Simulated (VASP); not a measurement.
Method: LDA (Ceperley-Alder, Perdew-Zunger), VASP's LDA PAW potentials (set 64) (plane waves; VASP).

The input files of a VASP run:

File KPOINTS:
```
Regular mesh
0
G
  7 7 7
```

**POSCAR**
```
NaBr
1.0
  0.0000000000   2.8891804638   2.8891804638
  2.8891804638   0.0000000000   2.8891804638
  2.8891804638   2.8891804638   0.0000000000
Na Br
1 1
Direct
  0.0000000000   0.0000000000   0.0000000000
  0.5000000000   0.5000000000   0.5000000000
```

### INCAR
```
# general
SYSTEM   =  NaBr
PREC     =  Accurate
ENCUT    =  400
LREAL    =  .FALSE.
LASPH    =  .TRUE.   # aspherical one-centre terms

# electronic loop
EDIFF    =  1E-6
NELM     =  100   # most electronic steps
ALGO     =  Normal   # blocked Davidson
LMAXMIX  =  4

# smearing
ISMEAR   =  0   # Gaussian
SIGMA    =  0.05

# ions
IBRION   =  2   # conjugate gradients
NSW      =  60   # most ionic steps
ISIF     =  3
EDIFFG   =  -0.01   # ionic stop

# output
LWAVE    =  .FALSE.
LCHARG   =  .FALSE.
```

POTCAR, in this order: Na_pv Br (LDA.64 set). Program: vasp_std.

Output of the run:

OUTCAR:
```
 ion  position               nearest neighbor table
   1  0.000  0.000  0.000-
   2  0.500  0.500  0.500-
  LATTYP: Found a face centered cubic cell.
 ALAT       =     5.7783609276
 Subroutine PRICEL returns:
 Original cell was already a primitive cell.
 Subroutine GETGRP returns: Found 48 space group operations
The static configuration has the point symmetry O_h .
The dynamic configuration has the point symmetry O_h .
 Subroutine INISYM returns: Found 48 space group operations
 Subroutine IBZKPT returns following result:
 Found     20 irreducible k-points:

 Following reciprocal coordinates:
            Coordinates               Weight
  0.000000  0.000000  0.000000      1.000000
  0.142857  0.000000  0.000000      8.000000
  0.285714  0.000000  0.000000      8.000000
  0.428571  0.000000  0.000000      8.000000
  0.142857  0.142857  0.000000      6.000000
  0.285714  0.142857  0.000000     24.000000
  0.428571  0.142857  0.000000     24.000000
 -0.428571  0.142857  0.000000     24.000000
 -0.285714  0.142857  0.000000     24.000000
...
```

### OSZICAR
```
       N       E                     dE             d eps       ncg     rms          rms(c)
DAV:   1     0.733501472910E+02    0.73350E+02   -0.64922E+03   448   0.105E+03
DAV:   2    -0.130866590837E+01   -0.74659E+02   -0.69714E+02   487   0.229E+02
DAV:   3    -0.676710269447E+01   -0.54584E+01   -0.54297E+01   536   0.642E+01
DAV:   4    -0.686915982739E+01   -0.10206E+00   -0.10197E+00   485   0.930E+00
DAV:   5    -0.687050554738E+01   -0.13457E-02   -0.13456E-02   522   0.110E+00    0.164E+00
DAV:   6    -0.676880112085E+01    0.10170E+00   -0.14787E-01   506   0.289E+00    0.101E+00
DAV:   7    -0.675129787070E+01    0.17503E-01   -0.56643E-02   548   0.165E+00    0.515E-01
DAV:   8    -0.675053850679E+01    0.75936E-03   -0.28564E-03   503   0.588E-01    0.101E-01
DAV:   9    -0.675049608219E+01    0.42425E-04   -0.12751E-04   500   0.122E-01    0.363E-02
DAV:  10    -0.675050017037E+01   -0.40882E-05   -0.12988E-05   529   0.507E-02    0.209E-03
DAV:  11    -0.675050004930E+01    0.12107E-06   -0.12627E-06   298   0.180E-02
   1 F= -.67505000E+01 E0= -.67505000E+01  d E =-.675050E+01
```

### OUTCAR
```
------------------------ aborting loop because EDIFF is reached ----------------------------------------
  FORCE on cell =-STRESS in cart. coord.  units (eV):
  Direction    XX          YY          ZZ          XY          YZ          ZX
  --------------------------------------------------------------------------------------
  Total       -0.0144470     -0.0144470     -0.0144470      0.0000000      0.0000000      0.0000000
  in kB       -0.4798816     -0.4798816     -0.4798816      0.0000000      0.0000000      0.0000000
  external PRESSURE =      -0.4798816 kB  Pullay stress =       0.0000000 kB
  volume of cell :       48.23
      direct lattice vectors                 reciprocal lattice vectors
     0.000000000  2.889180464  2.889180464    -0.173059456  0.173059456  0.173059456
     2.889180464  0.000000000  2.889180464     0.173059456 -0.173059456  0.173059456
     2.889180464  2.889180464  0.000000000     0.173059456  0.173059456 -0.173059456
 POSITION                                       TOTAL-FORCE (eV/Angst)
 -----------------------------------------------------------------------------------
      0.00000      0.00000      0.00000        -0.000000     -0.000000      0.000000
      2.88918      2.88918      2.88918         0.000000      0.000000      0.000000
 -----------------------------------------------------------------------------------
    total drift:                                0.000000      0.000000      0.000000
  FREE ENERGIE OF THE ION-ELECTRON SYSTEM (eV)
  ---------------------------------------------------
  free  energy   TOTEN  =        -6.7505000493 eV

  energy  without entropy=       -6.7505000493  energy(sigma->0) =       -6.75050005

 reached required accuracy - stopping structural energy minimisation
```
(Selected blocks of OUTCAR.)

The compound is NaBr in the rock salt structure. It was relaxed first, which changed the volume by -9 %. The start is the result of an earlier pass.
